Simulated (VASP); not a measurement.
# BaS (Fm-3m) in VASP: a series of runs

Runs on BaS. Level: PBE. Tasks: band structure.

Program: VASP 6.6.1. These are calculated values, not measurements. Logs are shortened: lines on timing, memory, paths and dates and some standing lists are left out, and cuts for length are marked.

**Experimental background.**

A printed reference work, monograph, original work of 1988 reports, for a bulk crystal of BaS at 2 K: band gap 3.806 eV (indirect).

How close the calculation comes is told below.

## (1) The structure

Symmetry: Fm-3m, No. 225, cubic system. Conventional cell: a = 6.388 Å, b = 6.388 Å, c = 6.388 Å, α = 90.00°, β = 90.00°, γ = 90.00°. Around Ba (site symmetry m-3m) lie 6 S at 3.19 Å. Around S (site symmetry m-3m) lie 6 Ba at 3.19 Å.

## (2) Band structure, PBE

Contents of INCAR:

```
PREC = Accurate ; ENCUT = 900
EDIFF = 1E-7 ; ISMEAR = -1
SIGMA = 0.05 ; LREAL = F
LASPH = T ; NELM = 60
ALGO = Fast ; ISIF = 2
LWAVE = F ; LCHARG = F
GGA = PE
```

Contents of KPOINTS:

```
regular mesh
0
Gamma
  7 7 7
```

Contents of POSCAR:

```
BaS
1.0
    0.0000000000      3.1937500000      3.1937500000
    3.1937500000      0.0000000000      3.1937500000
    3.1937500000      3.1937500000      0.0000000000
Ba S
1 1
Direct
    0.0000000000      0.0000000000      0.0000000000
    0.5000000000      0.5000000000      0.5000000000
```

Contents of KPOINTS_OPT:

```
path GXWKGLUWLK,UX
10
line-mode
reciprocal
 0.0000000000  0.0000000000  0.0000000000  G
 0.5000000000  0.0000000000  0.5000000000  X

 0.5000000000  0.0000000000  0.5000000000  X
 0.5000000000  0.2500000000  0.7500000000  W

 0.5000000000  0.2500000000  0.7500000000  W
 0.3750000000  0.3750000000  0.7500000000  K

 0.3750000000  0.3750000000  0.7500000000  K
 0.0000000000  0.0000000000  0.0000000000  G

 0.0000000000  0.0000000000  0.0000000000  G
 0.5000000000  0.5000000000  0.5000000000  L

 0.5000000000  0.5000000000  0.5000000000  L
 0.6250000000  0.2500000000  0.6250000000  U

 0.6250000000  0.2500000000  0.6250000000  U
 0.5000000000  0.2500000000  0.7500000000  W

 0.5000000000  0.2500000000  0.7500000000  W
 0.5000000000  0.5000000000  0.5000000000  L

 0.5000000000  0.5000000000  0.5000000000  L
 0.3750000000  0.3750000000  0.7500000000  K

 0.6250000000  0.2500000000  0.6250000000  U
 0.5000000000  0.0000000000  0.5000000000  X
```

Potentials or basis: VASP PAW PBE potentials, release 64 (Ba_sv, S_h).

The run is started by

```console
> cat potpaw_PBE.64/Ba_sv/POTCAR potpaw_PBE.64/S_h/POTCAR > POTCAR
> mpirun -np 1 vasp_std > vasp.out
```

OUTCAR:

```text
PREC = Accurate
   ENCUT = 900
   EDIFF = 1E-7
   ISMEAR = -1
   LREAL = F
   LASPH = T
   NELM = 60
   ISIF = 2
   GGA = PE

 ion  position               nearest neighbor table
   1  0.000  0.000  0.000-   2 3.19   2 3.19   2 3.19   2 3.19   2 3.19   2 3.19
   2  0.500  0.500  0.500-   1 3.19   1 3.19   1 3.19   1 3.19   1 3.19   1 3.19

  LATTYP: Found a face centered cubic cell.
 ALAT       =     6.3875000000

  Lattice vectors:

 A1 = (   0.0000000000,   3.1937500000,   3.1937500000)
 A2 = (   3.1937500000,   0.0000000000,   3.1937500000)
 A3 = (   3.1937500000,   3.1937500000,   0.0000000000)

Analysis of symmetry for initial positions (statically):
=====================================================================
 Subroutine PRICEL returns:
 Original cell was already a primitive cell.

 Routine SETGRP: Setting up the symmetry group for a
 face centered cubic supercell.

 Subroutine GETGRP returns: Found 48 space group operations
 (whereof 48 operations were pure point group operations)
 out of a pool of 48 trial point group operations.

The static configuration has the point symmetry O_h .

Analysis of symmetry for dynamics (positions and initial velocities):
=====================================================================
 Subroutine PRICEL returns:
 Original cell was already a primitive cell.

 Routine SETGRP: Setting up the symmetry group for a
 face centered cubic supercell.

 Subroutine GETGRP returns: Found 48 space group operations
 (whereof 48 operations were pure point group operations)
 out of a pool of 48 trial point group operations.

The dynamic configuration has the point symmetry O_h .

 Subroutine INISYM returns: Found 48 space group operations
 (whereof 48 operations are pure point group operations),
 and found     1 'primitive' translations

----------------------------------------------------------------------------------------

                                     Primitive cell

  volume of cell :      65.1527

  direct lattice vectors                    reciprocal lattice vectors
     0.000000000  3.193750000  3.193750000    -0.156555773  0.156555773  0.156555773
     3.193750000  0.000000000  3.193750000     0.156555773 -0.156555773  0.156555773
     3.193750000  3.193750000  0.000000000     0.156555773  0.156555773 -0.156555773

  length of vectors
     4.516644565  4.516644565  4.516644565     0.271162553  0.271162553  0.271162553

  position of ions in fractional coordinates (direct lattice)
     0.000000000  0.000000000  0.000000000
     0.500000000  0.500000000  0.500000000

  ion indices of the primitive-cell ions
   primitive index   ion index
                 1           1
                 2           2

----------------------------------------------------------------------------------------

 KPOINTS: regular mesh

Automatic generation of k-mesh.
 Grid dimensions read from file:
 generate k-points for:    7    7    7

 Generating k-lattice:

  Cartesian coordinates                     Fractional coordinates (reciprocal lattice)
    -0.022365110  0.022365110  0.022365110     0.142857143  0.000000000  0.000000000
     0.022365110 -0.022365110  0.022365110     0.000000000  0.142857143  0.000000000
     0.022365110  0.022365110 -0.022365110     0.000000000  0.000000000  0.142857143

  Length of vectors
     0.038737508  0.038737508  0.038737508

  Shift w.r.t. Gamma in fractional coordinates (k-lattice)
     0.000000000  0.000000000  0.000000000

 Subroutine IBZKPT returns following result:
 ===========================================

 Found     20 irreducible k-points:

 Following reciprocal coordinates:
            Coordinates               Weight
  0.000000  0.000000  0.000000      1.000000
  0.142857  0.000000  0.000000      8.000000
  0.285714  0.000000  0.000000      8.000000
  0.428571  0.000000  0.000000      8.000000
  0.142857  0.142857  0.000000      6.000000
  0.285714  0.142857  0.000000     24.000000
[... 12 lines left out ...]
 -0.428571  0.428571  0.142857     24.000000
 -0.285714  0.428571  0.142857     24.000000
[... 49 lines left out ...]
     11       6.6386      0.00000
     12       7.3425      0.00000

 k-point     4 :       0.4286    0.0000    0.0000
  band No.  band energies     occupation
      1     -24.3943      2.00000
      2     -10.5981      2.00000
      3      -9.5318      2.00000
      4      -9.5318      2.00000
      5      -7.5243      2.00000
      6      -0.2288      2.00000
      7       0.5905      2.00000
      8       0.5905      2.00000
      9       6.7165      0.00000
     10       7.6874      0.00000
     11       7.7018      0.00000
     12       7.7018      0.00000

 k-point     5 :       0.1429    0.1429    0.0000
  band No.  band energies     occupation
      1     -24.4257      2.00000
      2      -9.8686      2.00000
      3      -9.5318      2.00000
      4      -9.5318      2.00000
      5      -8.3012      2.00000
      6       0.7832      2.00000
      7       1.5412      2.00000
      8       1.5412      2.00000
      9       5.0221      0.00000
     10       5.7806      0.00000
     11       6.1983      0.00000
     12       6.1988      0.00000
[... 168 lines left out ...]
      1     -24.3966      2.00000
      2     -10.2845      2.00000
      3      -9.6623      2.00000
      4      -9.5654      2.00000
      5      -7.9213      2.00000
      6       0.2480      2.00000
      7       0.8637      2.00000
      8       1.2926      2.00000
      9       5.0302      0.00000
     10       6.9184      0.00000
     11       7.5389      0.00000
     12       7.9629      0.00000

 k-point    18 :      -0.4286    0.2857    0.1429
  band No.  band energies     occupation
      1     -24.3854      2.00000
      2     -10.3547      2.00000
      3      -9.7181      2.00000
      4      -9.6139      2.00000
      5      -7.8619      2.00000
      6       0.2519      2.00000
      7       0.7660      2.00000
      8       1.0359      2.00000
      9       5.7375      0.00000
     10       6.8863      0.00000
     11       8.0720      0.00000
     12       8.2733      0.00000

 k-point    19 :      -0.4286    0.4286    0.1429
  band No.  band energies     occupation
      1     -24.3809      2.00000
      2     -10.0951      2.00000
      3      -9.7637      2.00000
      4      -9.7333      2.00000
      5      -8.2113      2.00000
      6       0.7755      2.00000
      7       1.0132      2.00000
      8       1.2893      2.00000
      9       4.6284      0.00000
     10       7.4648      0.00000
     11       7.8136      0.00000
     12       8.7639      0.00000

 k-point    20 :      -0.2857    0.4286    0.1429
  band No.  band energies     occupation
      1     -24.3795      2.00000
      2     -10.1319      2.00000
      3      -9.8561      2.00000
      4      -9.7099      2.00000
      5      -8.0538      2.00000
      6       0.4955      2.00000
      7       1.0473      2.00000
      8       1.1171      2.00000
      9       5.5683      0.00000
     10       6.4809      0.00000
     11       8.0482      0.00000
     12       8.7189      0.00000

------------------------ aborting loop because EDIFF is reached ----------------------------------------

  FORCE on cell =-STRESS in cart. coord.  units (eV):
  Direction    XX          YY          ZZ          XY          YZ          ZX
  --------------------------------------------------------------------------------------
  -------------------------------------------------------------------------------------
  Total        0.5883495      0.5883495      0.5883495     -0.0000000      0.0000000      0.0000000
  in kB       14.4681578     14.4681578     14.4681578     -0.0000000      0.0000000      0.0000000
  external PRESSURE =      14.4681578 kB  Pullay stress =       0.0000000 kB

 VOLUME and BASIS-vectors are now :
 -----------------------------------------------------------------------------
  energy-cutoff  :      900.00
  volume of cell :       65.15
      direct lattice vectors                 reciprocal lattice vectors
     0.000000000  3.193750000  3.193750000    -0.156555773  0.156555773  0.156555773
     3.193750000  0.000000000  3.193750000     0.156555773 -0.156555773  0.156555773
     3.193750000  3.193750000  0.000000000     0.156555773  0.156555773 -0.156555773

 POSITION                                       TOTAL-FORCE (eV/Angst)
 -----------------------------------------------------------------------------------
      0.00000      0.00000      0.00000         0.000000      0.000000     -0.000000
      3.19375      3.19375      3.19375         0.000000      0.000000      0.000000
 -----------------------------------------------------------------------------------
    total drift:                               -0.000000     -0.000000     -0.000000

  FREE ENERGIE OF THE ION-ELECTRON SYSTEM (eV)
  ---------------------------------------------------
  free  energy   TOTEN  =       -10.1859398053 eV

  energy  without entropy=      -10.1859398052  energy(sigma->0) =      -10.18593981
```

Wall time 2 min (1 thread of Intel Xeon Platinum 8488C (Sapphire Rapids), shared host); peak memory 0.32 GiB.

Results:

* Free energy: -10.1859 eV
* Pressure: 1.4 GPa
* Band gap on the k mesh: 2.17 eV, indirect (least direct gap 2.31 eV)
* Band gap along the path: 2.11 eV, indirect (least direct gap 2.24 eV)

Levels at the corners of the path, in eV from the valence-band top:
```csv
point,band 6,band 7,band 8,band 9,band 10,band 11
Γ,0.00,0.00,0.00,3.60,3.87,3.87
X,-0.52,-0.14,-0.14,2.11,5.93,6.03
X,-0.52,-0.14,-0.14,2.11,5.93,6.03
W,-1.12,-0.49,-0.49,4.29,4.29,6.29
W,-1.12,-0.49,-0.49,4.29,4.29,6.29
K,-0.95,-0.61,-0.54,3.29,5.96,6.60
K,-0.95,-0.61,-0.54,3.29,5.96,6.60
Γ,0.00,0.00,0.00,3.60,3.87,3.87
Γ,0.00,0.00,0.00,3.60,3.87,3.87
L,-1.94,-1.09,-1.09,5.54,5.69,6.31
L,-1.94,-1.09,-1.09,5.54,5.69,6.31
U,-0.95,-0.61,-0.54,3.29,5.96,6.60
U,-0.95,-0.61,-0.54,3.29,5.96,6.60
W,-1.12,-0.49,-0.49,4.29,4.29,6.29
W,-1.12,-0.49,-0.49,4.29,4.29,6.29
L,-1.94,-1.09,-1.09,5.54,5.69,6.31
L,-1.94,-1.09,-1.09,5.54,5.69,6.31
K,-0.95,-0.61,-0.54,3.29,5.96,6.60
U,-0.95,-0.61,-0.54,3.29,5.96,6.60
X,-0.52,-0.14,-0.14,2.11,5.93,6.03
```

Caveat: spin-orbit coupling is left out, which moves the levels of the heavy elements.

## (3) Band structure, PBE

Contents of INCAR:

```
SYSTEM = BaS
  PREC = Accurate
  ENCUT = 520
  EDIFF = 1E-6
  ISMEAR = -1
  SIGMA = 0.05
  LREAL = .False.
  LASPH = .True.
  NELM = 100
  ALGO = Fast
  ISIF = 2
  LWAVE = .False.
  LCHARG = .False.
  GGA = PE
  NBANDS = 15
```

Contents of KPOINTS:

```
Automatic mesh
0
Gamma
  7 7 7
  0 0 0
```

POSCAR is that of step 2.

KPOINTS_OPT: that of step 2 with these lines changed.

```diff
@@ -1,3 +1,3 @@
 path GXWKGLUWLK,UX
-10
+20
 line-mode
```

Potentials or basis: VASP PAW PBE potentials, release 54 (Ba_sv, S).

The run is started by

```console
> cat potpaw_PBE.54/Ba_sv/POTCAR potpaw_PBE.54/S/POTCAR > POTCAR
> mpirun -np 1 vasp_std > vasp.out
```

It took 2 min on 1 thread of Intel Xeon Platinum 8488C (Sapphire Rapids), shared host; peak memory 0.21 GiB.

It converged, with:

| Item | Value |
| --- | --- |
| Free energy | -10.1847 eV |
| Pressure | 1.4 GPa |
| Band gap on the k mesh | 2.17 eV, indirect (least direct gap 2.31 eV) |
| Band gap along the path | 2.11 eV, indirect (least direct gap 2.24 eV) |

Levels at the corners of the path, in eV from the valence-band top:
```
point  band 4  band 5  band 6  band 7  band 8  band 9  band 10  band 11  band 12  band 13
    Γ  -11.13  -10.36    0.00    0.00    0.00    3.60     3.87     3.87     3.87     4.79
    X  -11.32  -10.27   -0.52   -0.14   -0.14    2.11     5.93     6.03     7.49     7.49
    X  -11.32  -10.27   -0.52   -0.14   -0.14    2.11     5.93     6.03     7.49     7.49
    W  -11.47   -9.73   -1.12   -0.49   -0.49    4.29     4.29     6.29     6.88     7.52
    W  -11.47   -9.73   -1.12   -0.49   -0.49    4.29     4.29     6.29     6.88     7.52
    K  -11.27   -9.77   -0.95   -0.61   -0.54    3.29     5.96     6.60     6.76     7.27
    K  -11.27   -9.77   -0.95   -0.61   -0.54    3.29     5.96     6.60     6.76     7.27
    Γ  -11.13  -10.36    0.00    0.00    0.00    3.60     3.87     3.87     3.87     4.79
    Γ  -11.13  -10.36    0.00    0.00    0.00    3.60     3.87     3.87     3.87     4.79
    L  -11.17   -9.12   -1.94   -1.09   -1.09    5.54     5.69     6.31     6.31     8.94
    L  -11.17   -9.12   -1.94   -1.09   -1.09    5.54     5.69     6.31     6.31     8.94
    U  -11.27   -9.77   -0.95   -0.61   -0.54    3.29     5.96     6.60     6.76     7.27
    U  -11.27   -9.77   -0.95   -0.61   -0.54    3.29     5.96     6.60     6.76     7.27
    W  -11.47   -9.73   -1.12   -0.49   -0.49    4.29     4.29     6.29     6.88     7.52
    W  -11.47   -9.73   -1.12   -0.49   -0.49    4.29     4.29     6.29     6.88     7.52
    L  -11.17   -9.12   -1.94   -1.09   -1.09    5.54     5.69     6.31     6.31     8.94
    L  -11.17   -9.12   -1.94   -1.09   -1.09    5.54     5.69     6.31     6.31     8.94
    K  -11.27   -9.77   -0.95   -0.61   -0.54    3.29     5.96     6.60     6.76     7.27
    U  -11.27   -9.77   -0.95   -0.61   -0.54    3.29     5.96     6.60     6.76     7.27
    X  -11.32  -10.27   -0.52   -0.14   -0.14    2.11     5.93     6.03     7.49     7.49
```

Caveat: spin-orbit coupling is left out, which moves the levels of the heavy elements.

## (4) Band structure, PBE

POSCAR is that of step 3.

Contents of INCAR.step1:

```
SYSTEM = BaS
PREC = Accurate
ENCUT = 500
EDIFF = 1E-6
ISMEAR = -1
SIGMA = 0.05
LREAL = .False.
LASPH = .True.
NELM = 100
ALGO = Normal
ISIF = 2
LWAVE = .False.
LCHARG = .True.
GGA = PE
```

Contents of KPOINTS.step1:

```
regular mesh
0
Gamma
  7 7 7
  0 0 0
```

Contents of INCAR.step2:

```
SYSTEM = BaS
PREC = Accurate
ENCUT = 500
EDIFF = 1E-6
ISMEAR = 0
SIGMA = 0.05
LREAL = .False.
LASPH = .True.
NELM = 100
ALGO = Normal
ISIF = 2
LWAVE = .False.
LCHARG = .False.
GGA = PE
ICHARG = 11
```

Contents of KPOINTS.step2:

```
path GXWKGLUWLK,UX
20
line-mode
reciprocal
 0.0000000000  0.0000000000  0.0000000000  G
 0.5000000000  0.0000000000  0.5000000000  X

 0.5000000000  0.0000000000  0.5000000000  X
 0.5000000000  0.2500000000  0.7500000000  W

 0.5000000000  0.2500000000  0.7500000000  W
 0.3750000000  0.3750000000  0.7500000000  K

 0.3750000000  0.3750000000  0.7500000000  K
 0.0000000000  0.0000000000  0.0000000000  G

 0.0000000000  0.0000000000  0.0000000000  G
 0.5000000000  0.5000000000  0.5000000000  L

 0.5000000000  0.5000000000  0.5000000000  L
 0.6250000000  0.2500000000  0.6250000000  U

 0.6250000000  0.2500000000  0.6250000000  U
 0.5000000000  0.2500000000  0.7500000000  W

 0.5000000000  0.2500000000  0.7500000000  W
 0.5000000000  0.5000000000  0.5000000000  L

 0.5000000000  0.5000000000  0.5000000000  L
 0.3750000000  0.3750000000  0.7500000000  K

 0.6250000000  0.2500000000  0.6250000000  U
 0.5000000000  0.0000000000  0.5000000000  X
```

The run is started by

```console
> cat potpaw_PBE.54/Ba_sv/POTCAR potpaw_PBE.54/S/POTCAR > POTCAR
> cp INCAR.step1 INCAR
> cp KPOINTS.step1 KPOINTS
> mpirun -np 1 vasp_std > vasp.out
> cp INCAR.step2 INCAR
> cp KPOINTS.step2 KPOINTS
> mpirun -np 1 vasp_std > vasp.out
```

Run time: 68 s. Hardware: 1 thread of Intel Xeon Platinum 8488C (Sapphire Rapids), shared host; peak memory 0.31 GiB.

The run converged. Its results:

```yaml
Band_gap_on_the_k_mesh: 2.17 eV, indirect (least direct gap 2.31 eV)
Band_gap_along_the_path: 2.11 eV, indirect (least direct gap 2.24 eV)
```

Levels at the corners of the path, in eV from the valence-band top:
```tsv
point	band 6	band 7	band 8	band 9	band 10	band 11
Γ	0.00	0.00	0.00	3.60	3.87	3.87
X	-0.52	-0.14	-0.14	2.11	5.93	6.03
X	-0.52	-0.14	-0.14	2.11	5.93	6.03
W	-1.12	-0.49	-0.49	4.29	4.29	6.30
W	-1.12	-0.49	-0.49	4.29	4.29	6.30
K	-0.95	-0.61	-0.54	3.29	5.96	6.60
K	-0.95	-0.61	-0.54	3.29	5.96	6.60
Γ	0.00	0.00	0.00	3.60	3.87	3.87
Γ	0.00	0.00	0.00	3.60	3.87	3.87
L	-1.94	-1.09	-1.09	5.54	5.69	6.31
L	-1.94	-1.09	-1.09	5.54	5.69	6.31
U	-0.95	-0.61	-0.54	3.29	5.96	6.60
U	-0.95	-0.61	-0.54	3.29	5.96	6.60
W	-1.12	-0.49	-0.49	4.29	4.29	6.30
W	-1.12	-0.49	-0.49	4.29	4.29	6.30
L	-1.94	-1.09	-1.09	5.54	5.69	6.31
L	-1.94	-1.09	-1.09	5.54	5.69	6.31
K	-0.95	-0.61	-0.54	3.29	5.96	6.60
U	-0.95	-0.61	-0.54	3.29	5.96	6.60
X	-0.52	-0.14	-0.14	2.11	5.93	6.03
```

Caveat: the log is that of the step along the path at fixed density, whose energy, stress, charges and moments have no meaning; spin-orbit coupling is left out, which moves the levels of the heavy elements.

## (5) Summary

```csv
potentials or basis,cutoff (eV),further INCAR settings,gap on the mesh (eV),pressure (GPa)
"VASP PAW PBE potentials, release 64 (Ba_sv, S_h)",900,ALGO = Fast; EDIFF = 1e-07,2.17,1.4
"VASP PAW PBE potentials, release 54 (Ba_sv, S)",520,ALGO = Fast; EDIFF = 1e-06; NBANDS = 15,2.17,1.4
"VASP PAW PBE potentials, release 54 (Ba_sv, S)",500,ALGO = Normal; EDIFF = 1e-06,2.17,-
```

Alike in all rows: task band structure; level PBE; no spin polarisation; cell as given; k mesh 7 × 7 × 7; smearing fermi-dirac 0.05 eV.

Caveats: spin-orbit coupling is left out, which moves the levels of the heavy elements.

Absolute energies hang on the potentials; compare differences alone.

## (6) Comparison with measurements

Step 2. Against the measured gap of BaS, 3.806 eV (indirect; 2 K; a printed reference work, monograph, original work of 1988), the calculated 2.11 eV is off by -1.70 eV. Spin-orbit coupling on Ba is left out. The value is that of PBE, without temperature or zero-point motion. Semilocal functionals fall short of measured gaps as a rule.

Step 3. Against the measured gap of BaS, 3.806 eV (indirect; 2 K; a printed reference work, monograph, original work of 1988), the calculated 2.11 eV is off by -1.70 eV. Spin-orbit coupling on Ba is left out. The value is that of PBE, without temperature or zero-point motion. Semilocal functionals fall short of measured gaps as a rule.

Step 4. Measured gap of BaS: 3.806 eV (indirect; 2 K; a printed reference work, monograph, original work of 1988). This calculation gives 2.11 eV (-1.70 eV). Spin-orbit coupling on Ba is left out. The value is that of PBE, without temperature or zero-point motion. Semilocal functionals fall short of measured gaps as a rule.
